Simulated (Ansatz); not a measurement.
# Zr2NS2 MXene bilayer (AB) in a perpendicular field, part 4 of 4

What dipole does a perpendicular field induce in the Zr2NS2 MXene bilayer (AB)? A positive field points along +c.

Ansatz 0.2.0; plane-wave DFT, r2SCAN-D4, Ansatz PAW.

So far. Step 11 (Relaxing in the field, field -0.1 V/Å): The dipole is -0.0946 e·Å. Step 12 (Response, atoms relaxed): The induced dipole is that of a conductor 16.76 Å thick.

## (13) Varying the input

This step: plane-wave DFT, r2SCAN-D4, Ansatz PAW (Ansatz 0.2.0).

An input spoilt on purpose, to show how the run answers: it repeats the earlier run at 0.03 V/Å with efield.ramp_width from 0.06 to 0.9, and scf.max_iter set to 75.

Contents of input.yaml:

```yaml
crystal:
  lattice:
    - [3.4353504903, 0.0, 0.0]
    - [-1.7176752451, 2.9751007955, 0.0]
    - [0.0, 0.0, 32.9112375194]
  atoms:
    - { symbol: S, position: [0.3333333333, 0.6666666667, 0.2734628254] }
    - { symbol: Zr, position: [0.6666666667, 0.3333333333, 0.3206662223] }
    - { symbol: "N", position: [0.0, 0.0, 0.359874957] }
    - { symbol: Zr, position: [0.3333333333, 0.6666666667, 0.3991468901] }
    - { symbol: S, position: [0.6666666667, 0.3333333333, 0.4463206343] }
    - { symbol: S, position: [0.6666666667, 0.3333333333, 0.5536793657] }
    - { symbol: Zr, position: [0.0, 0.0, 0.6008531099] }
    - { symbol: "N", position: [0.3333333333, 0.6666666667, 0.640125043] }
    - { symbol: Zr, position: [0.6666666667, 0.3333333333, 0.6793337777] }
    - { symbol: S, position: [0.0, 0.0, 0.7265371746] }
kpoints:
  mp_grid: { grid: [18, 18, 1] }
  band_path:
    path: [[0, 0, 0], [0.5, 0, 0], [0.33333333, 0.33333333, 0], [0, 0, 0]]
    npoints: 16
hamiltonian:
  xc: r2scan
  dispersion: d4
scf:
  occupations: { method: fermi_dirac, width: 0.02585 }
  convergence: { dr2_threshold: 1.0e-10 }
  max_iter: 75
efield:
  axis: 3
  dipole_correction: true
  ramp_position: 0.97
  ramp_width: 0.9
  amplitude: 0.03
output:
  write_potential: true
  write_density: true
  volumetric_format: npy
```

Run with:

```
ansatz run input.yaml --threads 4 --pin off --max-ram 12288MiB --backend cpu --events-out ev --progress --plain --runs-dir out
```

Numbers of over 12 decimals in the logs are rounded to 6 here.

Output:

```text
Engine: ansatz 0.2.0, aarch64-unknown-linux-gnu
Pseudopotentials: kind: paw
Pseudopotential: S, paw, valence charge 6, recommended cutoff 500 eV (meta_gga), S.paw.azcp
Pseudopotential: Zr, paw, valence charge 12, recommended cutoff 500 eV (meta_gga), Zr.paw.azcp
Pseudopotential: N, paw, valence charge 5, recommended cutoff 500 eV (meta_gga), N.paw.azcp
Functional definition: r2SCAN
  parameter k0 = 0.174
  parameter k1 = 0.065
  parameter a1 = 4.9479
  exchange = r2scan_x(k0 = k0, k1 = k1, a1 = a1)
  correlation = r2scan_c
Crystal: 10 atoms, lattice volume = 336.370 Å³
Basis set: ecut = 500 eV, 8581 PW (Γ), exchange–correlation on 108×108×972 points (64 copies of the dense FFT grid, shifted against one another)
Bands: 51, of which v1, the nominal top of the filled ones, is band 41 counted from 1 (40 counted from 0)
Symmetry: 6 space group operations
k-points: 37 of 324 (time reversal used)
Non-local potential: S, projectors of the file, l = 0: 2, l = 1: 2, l = 2: 2
Non-local potential: Zr, projectors of the file, l = 0: 3, l = 1: 2, l = 2: 2, l = 3: 2
Non-local potential: N, projectors of the file, l = 0: 2, l = 1: 2, l = 2: 1
PAW form: soft (Blöchl's): semilocal exchange-correlation on the pseudo side does not see the compensation charge
PAW frozen core: S, regenerated for the run's functional (the file was generated under x = pbe(κ = 0.804, μ = 0.219515), c = pbe(β = 0.066725))
PAW frozen core: Zr, regenerated for the run's functional (the file was generated under x = pbe(κ = 0.804, μ = 0.219515), c = pbe(β = 0.066725))
PAW frozen core: N, regenerated for the run's functional (the file was generated under x = pbe(κ = 0.804, μ = 0.219515), c = pbe(β = 0.066725))
PAW one-centre angular grid: S, 302 points (default); XC on 160 Gauss nodes
PAW one-centre angular grid: Zr, 590 points (default); XC on 160 Gauss nodes
PAW one-centre angular grid: N, 302 points (default); XC on 160 Gauss nodes
Initial density: superposition of atomic densities (neutral atoms: chi_scale 0, normalization atom), corrected by the library's trained network
Initial wavefunctions: pseudopotential atomic-orbital guess
Functional: x = r2scan, c = r2scan; τ floored in thin density (d = 2e-4 eV/Å³)
Error: efield: ion 0 (S) at fractional coordinate 0.2735 along the field axis lies inside the sawtooth ramp with 2 of the planes that the density is read on at each end, [0.9618, 0.8782] — the ramp must sit in vacuum (an ion there feels the fictitious reversed slope); set or move the ramp (efield.ramp_position / ramp_width) or move the geometry
```

Wall time 0.56 s (4 threads of Arm Neoverse V1, shared host); peak memory 0.61 GiB.

The input was rejected at the start.

The program's message: “Error: efield: ion 0 (S) at fractional coordinate 0.2735 along the field axis lies inside the sawtooth ramp with 2 of the planes that the density is read on at each end, [0.9618, 0.8782] — the ramp mu …”

The fault put into the input: a ramp so wide that it reaches the atoms.

## (14) Varying the input

Another changed input: it repeats the earlier run at 0.03 V/Å with basis.xc_grid to 1, scf.mixing.algorithm to msr1, scf.mixing.beta to 0.7 and scf.mixing.ndim to 2.

input.yaml: that of step 13 with these lines changed.

```diff
@@ -27,3 +27,3 @@
   convergence: { dr2_threshold: 1.0e-10 }
-  max_iter: 75
+  mixing: { algorithm: msr1, beta: 0.7, ndim: 2 }
 efield:
@@ -32,3 +32,3 @@
   ramp_position: 0.97
-  ramp_width: 0.9
+  ramp_width: 0.06
   amplitude: 0.03
@@ -38 +38,3 @@
   volumetric_format: npy
+basis:
+  xc_grid: 1
```

Output:

```text
[...]
Crystal: 10 atoms, lattice volume = 336.370 Å³
Basis set: ecut = 500 eV, 8581 PW (Γ)
Bands: 51, of which v1, the nominal top of the filled ones, is band 41 counted from 1 (40 counted from 0)
Symmetry: 6 space group operations
k-points: 37 of 324 (time reversal used)
[...]
SCF iter   1: F=—  HF=-21191.228100 eV  |F-HF|=—  |Δ(HF+E_count)|=         —  Δρ=6.44e-3  dr2=1.73e0  dr2_τ=2.31e-1  ethr=1.77e-3  p=0.000 e·Å  D=2.80e-13 V/Å  ΔV_dip=-0.00 eV  dr2_dipole=9.07e-1  V_vac-E_F(+/−)=6.33/5.43 eV  ⟨swp⟩=8.8  Hψ=8665  notcnv=0  defer=33
[...]
SCF iter  15: F=-21191.357033 eV  HF=-21191.357033 eV  |F-HF|=1.20e-10  |Δ(HF+E_count)|=  3.31e-10  Δρ=1.25e-7  dr2=6.22e-11  dr2_τ=5.13e-12  ethr=1.00e-12  p=0.028 e·Å  D=1.52e-2 V/Å  ΔV_dip=-0.50 eV  dr2_dipole=1.22e-12  V_vac-E_F(+/−)=6.03/5.63 eV  ⟨swp⟩=11.3  Hψ=6929  notcnv=0
SCF 1 converged in 15 iterations: F = -21191.357033 eV  dr2 = 6.22e-11
[...]
SCF converged after 15 iterations
Free energy (F): -21191.357033 eV
[...]
Internal energy: -21191.349956 eV  (E = F + TS)
E sigma→0 (E₀):  -21191.353494 eV
Entropy (-TS):   -0.007077 eV (-0.708 meV/atom)
Fermi energy:    2.937297 eV
Dipole field:    D = 0.015198 V/Å  (p = 0.028251 e·Å, saw-weighted, corrected)
Work function:   not extracted (applied field tilts the vacuum); planar V_es + V_field profile in the machine report
[...]
--- Band table (eV; the first three rows and the last of 37) ---
  k-point 0: bands = [... 37 lower, 1.9104, 1.9367, 1.9367, 3.4214, 3.4214, 3.4225, 3.4225, 3.8849, ... 6 higher]
  k-point 1: bands = [... 37 lower, 1.6629, 1.7875, 1.8121, 3.4241, 3.4344, 3.5651, 3.5691, 3.9264, ... 6 higher]
  k-point 2: bands = [... 37 lower, 1.4901, 1.5394, 1.5625, 3.2389, 3.2768, 3.8708, 3.8783, 4.1168, ... 6 higher]
  k-point 36: bands = [... 37 lower, -0.0744, -0.0648, 0.2526, 4.2888, 4.3675, 4.3691, 4.4474, 4.8687, ... 6 higher]
```

The job ended after 85 s (4 threads; peak memory 1.4 GiB; 5.5 min of CPU time).

Numbers from this step:

```
energy at zero smearing : -21191.3535 eV
dipole along the normal : 0.02825 e·Å
```

The electronic bands at the labelled points (eV, zero at the Fermi level):

| point | band 37 | band 38 | band 39 | band 40 | band 41 | band 42 | band 43 | band 44 |
| --- | --- | --- | --- | --- | --- | --- | --- | --- |
| Γ | -1.03 | -1.03 | -1.00 | -1.00 | 0.48 | 0.48 | 0.49 | 0.49 |
| halfway | -2.15 | -1.93 | -1.82 | -1.79 | -0.48 | -0.37 | 1.76 | 1.77 |
| M | -2.43 | -2.27 | -1.93 | -1.89 | -1.11 | -0.94 | 1.64 | 1.66 |
| halfway | -2.83 | -2.68 | -2.48 | -2.30 | -0.10 | 0.01 | 2.35 | 2.38 |
| K | -3.18 | -3.01 | -3.00 | -2.68 | 1.35 | 1.43 | 1.43 | 1.51 |
| halfway | -2.43 | -2.33 | -2.09 | -2.00 | 0.35 | 0.52 | 0.65 | 0.69 |
| Γ | -1.03 | -1.03 | -1.00 | -1.00 | 0.48 | 0.48 | 0.49 | 0.49 |

| quantity | this run | earlier run | difference |
| --- | --- | --- | --- |
| dipole along the normal (e·Å) | 0.02825 | 0.02825 | 2.6e-7 |

The dipole moves by under 0.5 % or 5e-5 e·Å. The run took 15 SCF cycles against 12.

Of the bands kept, 2 cross the Fermi level on this path.

## (15) Results

| Quantity | Value |
| --- | --- |
| gap without field | none |
| work function, upper face | 5.84 eV |
| equivalent conductor thickness, atoms held | 16.7 Å |
| equivalent conductor thickness, atoms relaxed | 16.8 Å |

What this shows: The induced dipole equals that of a perfect conductor 16.67 Å thick, while the outer atoms lie 14.91 Å apart. Letting the atoms follow the field adds 0.08 Å to the equivalent conductor thickness: the ionic part of the response. There is no gap over 0.03 eV, with or without the field. The first relaxation ran with spin and lost its moment, and the later runs have none; other magnetic states were not tried. Spin-orbit coupling is left out. The MXene's terminations sit over the metal atoms of its far layer; the site over carbon or nitrogen, which some compounds prefer, was not run.

[Logs are printed without paths, hosts, clocks, repeated set-up lines and the standing remarks that a program may print on its own settings, such as how far it seeks lower states.]

[Hosts, paths, dates, database ids (printed as entryN), source tags and the programs' standing remarks are cut or masked in the printed files.]

[Maps of the electrostatic potential energy from Ansatz leave out the sawtooth potential of an applied field or a dipole correction, so their vacuum need not be flat; planar profiles and work functions include it.]
